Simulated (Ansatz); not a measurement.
# Residual resistivity of an alloy: Os(0001) with 2 layers of random Os-Al, 2x2, part 2 of 2

How strongly does chemical disorder scatter in Os(0001) with 2 layers of random Os-Al, 2x2?

Ansatz 0.2.0; Ansatz plane-wave DFT, PBE, PAW files; ballistic transport by layer matching (Landauer), zero bias; PAW set soft_1.

So far. Step 3 (With 6 alloy layers): Over the solved energies the transmission per spin lies between 1.60 and 1.61, out of 4.53 channels of the lead on average (up to 4.55).

## (4) With 10 alloy layers

In 10 layers a share of 0.125 of the sites is given to Al at random. A fresh draw is used; the growth of the resistance with length is what counts.

System of this step: Os(0001) with 10 layers of random Os-Al, 2x2. The cell holds 80 atoms: 75 Os and 5 Al. Cell: a = 5.468 Å, b = 5.468 Å, c = 43.197 Å, α = 90.0°, β = 90.0°, γ = 120.0°. It derives from Os. Regions: lead, 40 atoms (40 Os); scattering region, 40 atoms (35 Os and 5 Al). The structure is stacked along c, and the current runs across the ab planes.

input.yaml reads:

```yaml
crystal:
  lattice:
    - [5.4682, 0.0, 0.0]
    - [-2.7341, 4.735600113, 0.0]
    - [0.0, 0.0, 43.197]
  atoms:
    - { symbol: Os, position: [0.1666666667, 0.3333333333, 0.025] }
    - { symbol: Os, position: [0.1666666667, 0.8333333333, 0.025] }
    - { symbol: Os, position: [0.6666666667, 0.3333333333, 0.025] }
    - { symbol: Os, position: [0.6666666667, 0.8333333333, 0.025] }
    - { symbol: Os, position: [0.3333333333, 0.1666666667, 0.075] }
    - { symbol: Os, position: [0.3333333333, 0.6666666667, 0.075] }
    - { symbol: Os, position: [0.8333333333, 0.1666666667, 0.075] }
    - { symbol: Os, position: [0.8333333333, 0.6666666667, 0.075] }
    - { symbol: Os, position: [0.1666666667, 0.3333333333, 0.125] }
    - { symbol: Os, position: [0.1666666667, 0.8333333333, 0.125] }
    - { symbol: Os, position: [0.6666666667, 0.3333333333, 0.125] }
    - { symbol: Os, position: [0.6666666667, 0.8333333333, 0.125] }
    - { symbol: Os, position: [0.3333333333, 0.1666666667, 0.175] }
    - { symbol: Os, position: [0.3333333333, 0.6666666667, 0.175] }
    - { symbol: Os, position: [0.8333333333, 0.1666666667, 0.175] }
    - { symbol: Os, position: [0.8333333333, 0.6666666667, 0.175] }
    - { symbol: Os, position: [0.1666666667, 0.3333333333, 0.225] }
    - { symbol: Os, position: [0.1666666667, 0.8333333333, 0.225] }
    - { symbol: Os, position: [0.6666666667, 0.3333333333, 0.225] }
    - { symbol: Os, position: [0.6666666667, 0.8333333333, 0.225] }
    - { symbol: Os, position: [0.3333333333, 0.1666666667, 0.275] }
    - { symbol: Os, position: [0.3333333333, 0.6666666667, 0.275] }
    - { symbol: Os, position: [0.8333333333, 0.1666666667, 0.275] }
    - { symbol: Os, position: [0.8333333333, 0.6666666667, 0.275] }
    - { symbol: Os, position: [0.1666666667, 0.3333333333, 0.325] }
    - { symbol: Os, position: [0.1666666667, 0.8333333333, 0.325] }
    - { symbol: Os, position: [0.6666666667, 0.3333333333, 0.325] }
    - { symbol: Os, position: [0.6666666667, 0.8333333333, 0.325] }
    - { symbol: Os, position: [0.3333333333, 0.1666666667, 0.375] }
    - { symbol: Os, position: [0.3333333333, 0.6666666667, 0.375] }
    - { symbol: Os, position: [0.8333333333, 0.1666666667, 0.375] }
    - { symbol: Os, position: [0.8333333333, 0.6666666667, 0.375] }
    - { symbol: Os, position: [0.1666666667, 0.3333333333, 0.425] }
    - { symbol: Os, position: [0.1666666667, 0.8333333333, 0.425] }
    - { symbol: Os, position: [0.6666666667, 0.3333333333, 0.425] }
    - { symbol: Os, position: [0.6666666667, 0.8333333333, 0.425] }
    - { symbol: Os, position: [0.3333333333, 0.1666666667, 0.475] }
    - { symbol: Os, position: [0.3333333333, 0.6666666667, 0.475] }
    - { symbol: Os, position: [0.8333333333, 0.1666666667, 0.475] }
    - { symbol: Al, position: [0.8333333333, 0.6666666667, 0.475] }
    - { symbol: Os, position: [0.1666666667, 0.3333333333, 0.525] }
    - { symbol: Os, position: [0.1666666667, 0.8333333333, 0.525] }
    - { symbol: Os, position: [0.6666666667, 0.3333333333, 0.525] }
    - { symbol: Os, position: [0.6666666667, 0.8333333333, 0.525] }
    - { symbol: Os, position: [0.3333333333, 0.1666666667, 0.575] }
    - { symbol: Al, position: [0.3333333333, 0.6666666667, 0.575] }
    - { symbol: Os, position: [0.8333333333, 0.1666666667, 0.575] }
    - { symbol: Os, position: [0.8333333333, 0.6666666667, 0.575] }
    - { symbol: Os, position: [0.1666666667, 0.3333333333, 0.625] }
    - { symbol: Os, position: [0.1666666667, 0.8333333333, 0.625] }
    - { symbol: Al, position: [0.6666666667, 0.3333333333, 0.625] }
    - { symbol: Al, position: [0.6666666667, 0.8333333333, 0.625] }
    - { symbol: Al, position: [0.3333333333, 0.1666666667, 0.675] }
    - { symbol: Os, position: [0.3333333333, 0.6666666667, 0.675] }
    - { symbol: Os, position: [0.8333333333, 0.1666666667, 0.675] }
    - { symbol: Os, position: [0.8333333333, 0.6666666667, 0.675] }
    - { symbol: Os, position: [0.1666666667, 0.3333333333, 0.725] }
    - { symbol: Os, position: [0.1666666667, 0.8333333333, 0.725] }
    - { symbol: Os, position: [0.6666666667, 0.3333333333, 0.725] }
    - { symbol: Os, position: [0.6666666667, 0.8333333333, 0.725] }
    - { symbol: Os, position: [0.3333333333, 0.1666666667, 0.775] }
    - { symbol: Os, position: [0.3333333333, 0.6666666667, 0.775] }
    - { symbol: Os, position: [0.8333333333, 0.1666666667, 0.775] }
    - { symbol: Os, position: [0.8333333333, 0.6666666667, 0.775] }
    - { symbol: Os, position: [0.1666666667, 0.3333333333, 0.825] }
    - { symbol: Os, position: [0.1666666667, 0.8333333333, 0.825] }
    - { symbol: Os, position: [0.6666666667, 0.3333333333, 0.825] }
    - { symbol: Os, position: [0.6666666667, 0.8333333333, 0.825] }
    - { symbol: Os, position: [0.3333333333, 0.1666666667, 0.875] }
    - { symbol: Os, position: [0.3333333333, 0.6666666667, 0.875] }
    - { symbol: Os, position: [0.8333333333, 0.1666666667, 0.875] }
    - { symbol: Os, position: [0.8333333333, 0.6666666667, 0.875] }
    - { symbol: Os, position: [0.1666666667, 0.3333333333, 0.925] }
    - { symbol: Os, position: [0.1666666667, 0.8333333333, 0.925] }
    - { symbol: Os, position: [0.6666666667, 0.3333333333, 0.925] }
    - { symbol: Os, position: [0.6666666667, 0.8333333333, 0.925] }
    - { symbol: Os, position: [0.3333333333, 0.1666666667, 0.975] }
    - { symbol: Os, position: [0.3333333333, 0.6666666667, 0.975] }
    - { symbol: Os, position: [0.8333333333, 0.1666666667, 0.975] }
    - { symbol: Os, position: [0.8333333333, 0.6666666667, 0.975] }
kpoints:
  mp_grid: { grid: [5, 5, 1] }
hamiltonian:
  xc: pbe
  pseudopotentials: { kind: paw, azcp: { folder: soft_1 } }
scf:
  occupations: { method: fermi_dirac, width: 0.1 }
output:
  transmission:
    leads: [[0, 8]]
    kmesh: [10, 10]
    e_range: [-0.05, 0.05]
    de: 0.05
  write_potential: true
  write_density: true
  volumetric_format: npy
```

Command:

```console
> ansatz run input.yaml --threads 4 --pin off --max-ram 15360MiB --backend cpu --events-out ev --progress --plain --runs-dir out
```

Numbers of over 12 decimals in the logs are rounded to 6 here.

What it wrote:

```text
[...]
Crystal: 80 atoms, lattice volume = 1118.595 Å³
Basis set: ecut = 420 eV, 21739 PW (Γ)
Bands: 729, of which v1, the nominal top of the filled ones, is band 608 counted from 1 (607 counted from 0)
Symmetry: 1 space group operations
[...]
k-points: 13 of 25 (time reversal used)
[...]
SCF iter   1: F=—  HF=-856645.795328 eV  |F-HF|=—  |Δ(HF+E_count)|=         —  Δρ=6.50e-2  dr2=6.68e2  ethr=3.10e-3  ⟨swp⟩=5.1  Hψ=31377  notcnv=0  defer=52
[...]
SCF iter  10: F=-856631.368823 eV  HF=-856631.368823 eV  |F-HF|=3.15e-8  |Δ(HF+E_count)|=   1.22e-8  Δρ=4.05e-7  dr2=3.23e-8  ethr=8.23e-12  ⟨swp⟩=7.4  Hψ=19992  notcnv=0
SCF 1 converged in 10 iterations: F = -856631.368823 eV  dr2 = 3.23e-8
[...]
transmission: 417 of 4160 steps passed
transmission: 832 of 4160 steps passed
[...]
transmission: 4160 of 4160 steps passed
SCF converged after 10 iterations
Free energy (F): -856631.368823 eV
[...]
Internal energy: -856629.488167 eV  (E = F + TS)
E sigma→0 (E₀):  -856630.428495 eV
Entropy (-TS):   -1.880655 eV (-23.508 meV/atom)
Fermi energy:    24.963266 eV
[...]
--- Band table (eV; the first three rows and the last of 13) ---
  k-point 0: bands = [... 604 lower, 25.4876, 25.5021, 25.5166, 25.5930, 25.6133, 25.6168, 25.6709, 25.6930, ... 117 higher]
  k-point 1: bands = [... 604 lower, 25.1228, 25.1762, 25.1899, 25.2828, 25.3046, 25.4105, 25.4534, 25.5204, ... 117 higher]
  k-point 2: bands = [... 604 lower, 24.7276, 24.7554, 24.7787, 24.7930, 24.8217, 24.8538, 24.9105, 24.9303, ... 117 higher]
  k-point 12: bands = [... 604 lower, 24.8790, 24.9206, 24.9706, 25.0079, 25.0364, 25.0677, 25.0836, 25.1104, ... 117 higher]
--- Transmission ---
  basis      : 223 plane waves across, 80 finite elements along
  points     : 52, standing for a mesh of 10 x 10
[...]
channels       : 4.550000e0 a spin
[...]
junction   : crystal 0 to crystal 0, 3.62 to 42.50 Å
    transmission   : 1.349758e0 a spin
[...]
```

Wall time 25 min (4 threads of Arm Neoverse V1, shared host); peak memory 8.3 GiB; 1.5 h of CPU time.

This step gave:

```yaml
free_energy: -856631.3688 eV
energy_at_zero_smearing: -856630.4285 eV
fermi_energy: 24.96 eV
transmission_per_spin_nearest_the_fermi_level: 1.350
step_of_the_lead_s_potential: 3.8 meV
```

Per spin. The transmission, zone mean by energy, zero at the Fermi level:

```tsv
energy (eV)	transmission, zone mean
-0.0500	1.37
0.0000	1.35
0.0500	1.33
```

Over the solved energies the transmission per spin lies between 1.33 and 1.37, out of 4.53 channels of the lead on average (up to 4.55).

## (5) Resistance against length

This step: Ansatz plane-wave DFT, PBE, PAW files; ballistic transport by layer matching (Landauer), zero bias; residual resistivity from the slope of the area resistance, atoms on the host's lattice; PAW set soft_1 (Ansatz 0.2.0).

Numbers from this step:

| Quantity | Value |
| --- | --- |
| resistivity | 67.58 µΩ cm |
| intercept | 0.3451 fΩ m² |
| scatter about the fit | 0.08773 fΩ m² |

Resistance, by row:

```tsv
run	length (Å)	T	channels N	RA (fΩ m²)
n2	4.32	2.547	4.533	0.575
n6	12.96	1.605	4.533	1.345
n10	21.6	1.348	4.533	1.743
```

Table of area resistance by length of the alloy:

```tsv
length of the alloy (Å)	area resistance (fΩ m²)
4.32	0.575
12.96	1.34
21.60	1.74
```

The area resistance goes from 0.57 to 1.7 fΩ m² between 4.3 and 21.6 Å, a slope of 68 µΩ cm.

By hand from the end points: (1.743 − 0.5750) fΩ m² / (21.60 − 4.32) Å = 68 µΩ cm, since 1 fΩ m² per Å is 1000 µΩ cm.

## (6) Summary of results

| Quantity | Value |
| --- | --- |
| resistivity from the slope | 67.6 µΩ cm |
| area resistance over 4.32 Å | 0.575 fΩ m² |
| area resistance over 13.0 Å | 1.34 fΩ m² |
| area resistance over 21.6 Å | 1.74 fΩ m² |

What this shows: The slope gives 68 µΩ cm. The points scatter by 0.088 fΩ m² about the line, with one random draw a length in a 2x2 cell, so the slope is a rough value. Read with a model of isotropic scattering on a spherical Fermi surface and the lead's 1.4×10¹⁵ S/m², this slope means a mean free path near 8.3 Å; over these lengths the model's slope is within 3 % of its bulk resistivity. The draw over the shortest length came out nearly ordered, with 12 symmetry operations, so that point is a poor sample of a random alloy. The atoms sit on the host's lattice, so scattering by size misfit is left out. Spin-orbit coupling is left out, which matters for Os.

[Logs are printed without paths, hosts, clocks, repeated set-up lines and the standing remarks that a program may print on its own settings, such as how far it seeks lower states.]

[Hosts, paths, dates, database ids (printed as entryN), source tags and the programs' standing remarks are cut or masked in the printed files.]
